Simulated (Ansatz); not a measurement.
Input and command of a calculation in Ansatz (plane waves; scalar-relativistic PAW potentials unless the input names others):

```yaml
crystal:
  lattice:
    - [3.1810953989, 0.0, 0.0]
    - [-1.5905476995, 2.7549094273, 0.0]
    - [0.0, 0.0, 35.0689136717]
  atoms:
    - { symbol: S, position: [0.6666666667, 0.3333333333, 0.213864623], spin: 0.2 }
    - { symbol: W, position: [0.3333333333, 0.6666666667, 0.258322426], spin: 0.2 }
    - { symbol: S, position: [0.6666666667, 0.3333333333, 0.302780229], spin: 0.2 }
    - { symbol: S, position: [0.6666666667, 0.3333333333, 0.697219771], spin: 0.2 }
    - { symbol: W, position: [0.3333333333, 0.6666666667, 0.741677574], spin: 0.2 }
    - { symbol: S, position: [0.6666666667, 0.3333333333, 0.786135377], spin: 0.2 }
basis:
  ecutwfc: 500
kpoints:
  mp_grid: { grid: [14, 14, 1] }
hamiltonian:
  xc: r2scan
scf:
  occupations: { method: gaussian, width: 0.05 }
  algorithm: density_mixing
output:
  forces: true
  eigenvalues: true
  stress: true
efield:
  axis: 3
  dipole_correction: true
  ramp_width: 0.04
magnetization:
  spin_polarized: true
```

```bash
ansatz run input.yaml --threads 1 --pin off --max-ram 2560MiB --backend cpu --events-out ev --progress --plain --runs-dir out
```

Abridged log:
```
Pseudopotentials: kind: paw
Pseudopotential: S, paw, valence charge 6, recommended cutoff 500 eV (meta_gga)
Pseudopotential: W, paw, valence charge 14, recommended cutoff 500 eV (meta_gga)
Functional definition: r2SCAN
Crystal: 6 atoms, lattice volume = 307.331 Å³
Basis set: ecut = 500 eV, 7789 PW (Γ), exchange–correlation on 96×96×1024 points (64 copies of the dense FFT grid, shifted against one another)
Bands: 33, of which v1, the nominal top of the filled ones, is band 26 counted from 1 (25 counted from 0)
Symmetry: 6 space group operations
k-points: 24 of 196 (time reversal used)
Initial density: superposition of atomic densities (neutral atoms: chi_scale 0, normalization atom)
Starting moments: Σ|m| = 1.2 μB on 6 of 6 sites
Initial wavefunctions: pseudopotential atomic-orbital guess
Functional: x = r2scan, c = r2scan; τ floored in thin density (d = 2e-4 eV/Å³)
SCF iter   1: F=—  HF=-24419.649409 eV  |F-HF|=—  |Δ(HF+E_count)|=         —  Δρ=1.27e-2 (↑1.22e-2 ↓1.27e-2) dr2=2.20e0  dr2_τ=4.50e-2  dr2_m=4.92e-2  M=0.000 μB ∫|m|=0.042 μB  β_m=0.30  ethr=3.10e-3  p= 0.000 e·Å  D=-5.41e-14 V/Å  ΔV_dip=0.00 eV  dr2_dipole=7.66e-8  V_vac-E_F(+/−)=5.27/5.27 eV  ⟨swp⟩=10.6  Hψ=9035  notcnv=0
Mixer restart at iter 1: flushing history
efield: sawtooth ramp at fractional position 0.9800 (placed from the atoms, in the widest stretch of the axis that holds none; the zero of the levels goes with the place), width 0.0400; the density the first Hamiltonian is built on has a dipole p =  0.000 e·Å; the dipole correction subtracts the counter field D = -5.41e-14 V/Å, which shifts the + side's vacuum level by +0.00 eV against the − side's; the planar-averaged density in the ramp window peaks in size at 3.4e-7 e/Å³. `efield.ramp_position` is left out, and this cell has another vacuum in which the ramp fits: it would begin at 0.4800. W ...
spin=Collinear: Resta preconditioning applied to the charge; magnetization (m = ρ↑ − ρ↓) channel mixes plain (no charge-response kernel on spin).
SCF iter   2: F=—  HF=-24421.142647 eV  |F-HF|=—  |Δ(HF+E_count)|=    1.49e0  Δρ=9.41e-3 (↑8.95e-3 ↓9.41e-3) dr2=9.16e-1  dr2_τ=4.09e-3  dr2_m=2.45e-2  M=0.000 μB ∫|m|=0.026 μB  β_m=0.30  ethr=3.10e-3  p=0.000 e·Å  D=4.74e-5 V/Å  ΔV_dip= 0.00 eV  dr2_dipole=5.32e-8  V_vac-E_F(+/−)=5.04/5.05 eV  ⟨swp⟩=2.8  Hψ=2726  notcnv=0  defer=60  κ⁻¹=1.0e0(r=1)
SCF iter   3: F=—  HF=-24422.814193 eV  |F-HF|=—  |Δ(HF+E_count)|=    1.67e0  Δρ=4.31e-3 (↑4.14e-3 ↓4.31e-3) dr2=1.44e-1  dr2_τ=2.39e-3  dr2_m=3.51e-3  M=0.000 μB ∫|m|=0.015 μB  β_m=0.30  ethr=1.76e-3  p= 0.000 e·Å  D=-2.89e-5 V/Å  ΔV_dip=0.00 eV  dr2_dipole=1.10e-7  V_vac-E_F(+/−)=4.89/4.89 eV  ⟨swp⟩=2.1  Hψ=2572  notcnv=0  defer=60  κ⁻¹=7.8e-2(r=2)
SCF iter   4: F=—  HF=-24423.139910 eV  |F-HF|=—  |Δ(HF+E_count)|=         —  Δρ=2.39e-3 (↑2.36e-3 ↓2.39e-3) dr2=4.71e-2  dr2_τ=4.84e-4  dr2_m=6.65e-4  M=0.000 μB ∫|m|=0.013 μB  β_m=0.30  ethr=2.77e-4  p=0.000 e·Å  D=7.32e-5 V/Å  ΔV_dip= 0.00 eV  dr2_dipole=4.30e-8  V_vac-E_F(+/−)=4.93/4.94 eV  ⟨swp⟩=4.0  Hψ=3438  notcnv=0  defer=66  κ⁻¹=7.8e-2(r=2)
SCF iter   5: F=—  HF=-24423.197188 eV  |F-HF|=—  |Δ(HF+E_count)|=   5.73e-2  Δρ=1.57e-3 (↑1.55e-3 ↓1.57e-3) dr2=1.95e-2  dr2_τ=2.28e-4  dr2_m=2.02e-4  M=0.000 μB ∫|m|=0.006 μB  β_m=0.30  ethr=9.05e-5  p=0.000 e·Å  D=4.79e-5 V/Å  ΔV_dip= 0.00 eV  dr2_dipole=7.46e-9  V_vac-E_F(+/−)=4.96/4.96 eV  ⟨swp⟩=2.0  Hψ=2208  notcnv=0  defer=67  κ⁻¹=6.5e-3(r=3)
SCF iter   6: F=—  HF=-24423.224451 eV  |F-HF|=—  |Δ(HF+E_count)|=   2.73e-2  Δρ=3.87e-4 (↑3.87e-4 ↓3.56e-4) dr2=1.68e-3  dr2_τ=2.72e-5  dr2_m=1.20e-5  M=0.000 μB ∫|m|=0.002 μB  β_m=0.30  ethr=3.74e-5  p=0.000 e·Å  D=1.23e-5 V/Å  ΔV_dip= 0.00 eV  dr2_dipole=2.02e-10  V_vac-E_F(+/−)=4.99/4.99 eV  ⟨swp⟩=2.1  Hψ=2834  notcnv=0  defer=68  κ⁻¹=7.1e-5(r=4)
SCF iter   7: F=—  HF=-24423.226070 eV  |F-HF|=—  |Δ(HF+E_count)|=   1.62e-3  Δρ=2.84e-4 (↑2.84e-4 ↓2.59e-4) dr2=6.04e-4  dr2_τ=9.58e-6  dr2_m=4.92e-6  M=0.000 μB ∫|m|=0.002 μB  β_m=0.30  ethr=3.23e-6  p=0.000 e·Å  D=1.12e-5 V/Å  ΔV_dip= 0.00 eV  dr2_dipole=4.22e-11  V_vac-E_F(+/−)=4.97/4.97 eV  ⟨swp⟩=2.7  Hψ=2408  notcnv=0  defer=68  κ⁻¹=7.0e-5(r=5)
SCF iter   8: F=—  HF=-24423.227156 eV  |F-HF|=—  |Δ(HF+E_count)|=   1.09e-3  Δρ=8.11e-5 (↑7.97e-5 ↓8.11e-5) dr2=7.48e-5  dr2_τ=1.86e-6  dr2_m=1.88e-6  M=0.000 μB ∫|m|=0.001 μB  β_m=0.30  ethr=1.16e-6  p=0.000 e·Å  D=3.23e-6 V/Å  ΔV_dip= 0.00 eV  dr2_dipole=4.64e-11  V_vac-E_F(+/−)=4.94/4.94 eV  ⟨swp⟩=2.1  Hψ=2789  notcnv=0  defer=68  κ⁻¹=1.1e-5(r=6)
SCF iter   9: F=—  HF=-24423.227345 eV  |F-HF|=—  |Δ(HF+E_count)|=   1.89e-4  Δρ=5.13e-5 (↑5.13e-5 ↓5.13e-5) dr2=2.83e-5  dr2_τ=3.23e-7  dr2_m=8.26e-7  M=0.000 μB ∫|m|=0.001 μB  β_m=0.30  ethr=1.44e-7  p=0.000 e·Å  D=2.79e-7 V/Å  ΔV_dip= 0.00 eV  dr2_dipole=1.25e-11  V_vac-E_F(+/−)=4.94/4.94 eV  ⟨swp⟩=2.1  Hψ=2261  notcnv=0  defer=68  κ⁻¹=5.4e-6(r=7)
SCF iter  10: F=—  HF=-24423.227520 eV  |F-HF|=—  |Δ(HF+E_count)|=   1.75e-4  Δρ=1.58e-5 (↑1.58e-5 ↓1.58e-5) dr2=3.88e-6  dr2_τ=3.78e-8  dr2_m=1.91e-8  M=0.000 μB ∫|m|=0.000 μB  β_m=0.30  ethr=5.45e-8  p= 0.000 e·Å  D=-1.73e-6 V/Å  ΔV_dip=0.00 eV  dr2_dipole=1.20e-11  V_vac-E_F(+/−)=4.92/4.92 eV  ⟨swp⟩=2.6  Hψ=2961  notcnv=0  defer=68  κ⁻¹=1.2e-6(r=8)
SCF iter  11: F=—  HF=-24423.227525 eV  |F-HF|=—  |Δ(HF+E_count)|=   4.56e-6  Δρ=1.16e-5 (↑1.04e-5 ↓1.16e-5) dr2=1.52e-6  dr2_τ=1.49e-8  dr2_m=4.86e-8  M=0.000 μB ∫|m|=0.000 μB  β_m=0.30  ethr=7.47e-9  p= 0.000 e·Å  D=-1.02e-6 V/Å  ΔV_dip=0.00 eV  dr2_dipole=1.17e-12  V_vac-E_F(+/−)=4.92/4.92 eV  ⟨swp⟩=2.0  Hψ=2405  notcnv=0  defer=68  κ⁻¹=4.5e-7(r=8)
SCF iter  12: F=—  HF=-24423.227532 eV  |F-HF|=—  |Δ(HF+E_count)|=   7.45e-6  Δρ=2.80e-6 (↑2.63e-6 ↓2.80e-6) dr2=6.95e-8  dr2_τ=1.47e-9  dr2_m=2.89e-10  M=0.000 μB ∫|m|=0.000 μB  β_m=0.30  ethr=2.93e-9  p=0.000 e·Å  D=2.93e-7 V/Å  ΔV_dip= 0.00 eV  dr2_dipole=2.53e-12  V_vac-E_F(+/−)=4.92/4.92 eV  ⟨swp⟩=2.1  Hψ=2469  notcnv=0  defer=68  κ⁻¹=2.6e-6(r=8)
SCF iter  13: F=—  HF=-24423.227532 eV  |F-HF|=—  |Δ(HF+E_count)|=   1.07e-7  Δρ=2.14e-6 (↑2.04e-6 ↓2.14e-6) dr2=7.56e-8  dr2_τ=7.06e-10  dr2_m=8.64e-11  M=0.000 μB ∫|m|=0.000 μB  β_m=0.30  ethr=1.34e-10  p=0.000 e·Å  D=9.37e-8 V/Å  ΔV_dip= 0.00 eV  dr2_dipole=1.69e-14  V_vac-E_F(+/−)=4.92/4.92 eV  ⟨swp⟩=10.3  Hψ=8017  notcnv=0  κ⁻¹=1.6e-7(r=8)
SCF iter  14: F=-24423.227532 eV  HF=-24423.227532 eV  |F-HF|=1.54e-9  |Δ(HF+E_count)|=   4.46e-8  Δρ=4.58e-7 (↑4.41e-7 ↓4.58e-7) dr2=4.45e-9  dr2_τ=3.32e-10  dr2_m=1.78e-11  M=0.000 μB ∫|m|=0.000 μB  ethr=1.34e-10  p= 0.000 e·Å  D=-1.41e-7 V/Å  ΔV_dip=0.00 eV  dr2_dipole=1.04e-12  V_vac-E_F(+/−)=4.92/4.92 eV  ⟨swp⟩=5.3  Hψ=5701  notcnv=0
WARN: the starting moments were not kept: the SCF closed with an absolute magnetisation of 4.4e-6 μB, where they sum to 1.2 μB in size (6 sites). That is at most 0.1 of that sum. Measured as dr2_m measures the in/out step, that magnetisation stands 9.7e-13 eV from none, at or under the dr2_threshold of 1.0e-7 eV: it is no larger than a step whose dr2_m would equal this threshold. The system may hold no moment; this SCF shows only that its start led to no more than that. To try another start: raise the starting moments (crystal.atoms[].spin, magnetization.per_species, magnetization.initial_magn ...
SCF 1 converged in 14 iterations: F = -24423.227532 eV  dr2 = 4.45e-9
this state was not tested for a lower state beside it, because the mixer in use, unlike msr1, does not test its closes by its own steps (another_mixer; see scf.mixing.algorithm and scf.lower_state_search)
SCF converged after 14 iterations
Magnetization: 0.0000 μB (26.0000 up, 26.0000 down)
Absolute magnetization: 0.0000 μB (∫|ρ↑−ρ↓|, with the PAW one-centre terms)
Spin contamination: 0.0000 ħ² per cell (⟨S²⟩ above its minimum at these occupations)
Per-site moments (μB) at R_I (Å): [(-1.08107543e-7, 0.99376330), (-1.71483873e-7, 0.99376330), (-1.08169665e-7, 0.99376330), (-5.48476569e-7, 0.99376330), (5.76612867e-7, 0.99376330), (-5.51111148e-7, 0.99376330)]
Free energy (F): -24423.227532 eV
Harris-Foulkes:  -24423.227532 eV  (|F-HF|=1.54e-9)
Internal energy: -24423.227532 eV  (E = F + TS)
E sigma→0 (E₀):  -24423.227532 eV
Fermi energy:    0.924851 eV
Dipole field:    D = 0.000001 V/Å  (p = 0.000002 e·Å, saw-weighted, corrected)
Work function:   Φ+ = 4.9157 eV   Φ− = 4.9157 eV
Levels:          The Fermi level and band energies are counted from a zero that moves with the ramp; work functions are not
--- Forces (eV/Å), atoms counted from 1 ---
  atom   1  S      0.00000000     0.00000000    -0.00082615
  atom   2  W      0.00000000     0.00000000    -0.00000001
  atom   3  S      0.00000000     0.00000000     0.00082489
  atom   4  S      0.00000000     0.00000000    -0.00080303
  atom   5  W      0.00000000     0.00000000     0.00000035
  atom   6  S      0.00000000     0.00000000     0.00080446
--- Stress (GPa, compression-positive) ---
        0.000306       0.000000       0.000000
        0.000000       0.000306       0.000000
        0.000000       0.000000       0.002614
  P = ⅓ Tr σ = 0.0011 GPa (0.011 kbar)
```

Apart from outputs and empty bands, the input differs from a reference run on usual settings in kpoints.mp_grid.grid: [9, 9, 1] → [14, 14, 1]; scf.algorithm: not typed → "density_mixing"; magnetization: not typed → {"spin_polarized": true} (small starting moments). The reference, at the same geometry, gave pressure 0.00 GPa (averaged over a cell that holds vacuum), largest force 0.001 eV/Å, gap on the mesh 1.89 eV. This run converged in 14 SCF iterations (reference: 10) with an energy at zero smearing 0.05 meV/atom below the reference's, pressure 0.00 GPa (averaged over a cell that holds vacuum), largest force 0.001 eV/Å, gap on the mesh 2.00 eV.

It took 3.5 min on 1 thread of Arm Neoverse V1, with other jobs on the host, peak memory 1.2 GiB.